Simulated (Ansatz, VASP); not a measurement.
**One calculation of GaN, two programs**

```
Ga N
1.0
     3.18315    0.00000    0.00000
    -1.59158    2.75669    0.00000
     0.00000    0.00000    5.18363
Ga N
2 2
Direct
  0.33333 0.66667 0.99911
  0.66667 0.33333 0.49911
  0.33333 0.66667 0.37589
  0.66667 0.33333 0.87589
```

Alike in both runs: task single point; functional LDA; k mesh 12 × 12 × 6; no spin polarisation.

```csv
,VASP,Ansatz
version,VASP 6.6.1,Ansatz 0.2.0
potentials or method,"VASP PAW LDA potentials, release 64 (Ga_d, N)","plane waves, PAW"
plane-wave cutoff (eV),520,420
occupations,"gaussian, width 0.01 eV",fixed
valence electrons in the cell,36,36
```

|  | VASP | Ansatz | Ansatz less VASP |
| --- | --- | --- | --- |
| gap on the k mesh at the Fermi level (eV) | 1.96 | 1.94 | -0.016 |
| pressure (GPa) | -4.4 | -5.4 | -1.01 |
| largest component of the traceless stress (GPa) | 0.17 | 0.18 | +0.012 |
| rms of the force components (eV/Å) | 0.004 | 0.003 | -0.0007 |

Atom by atom the forces differ by 0.001 eV/Å (rms over components).
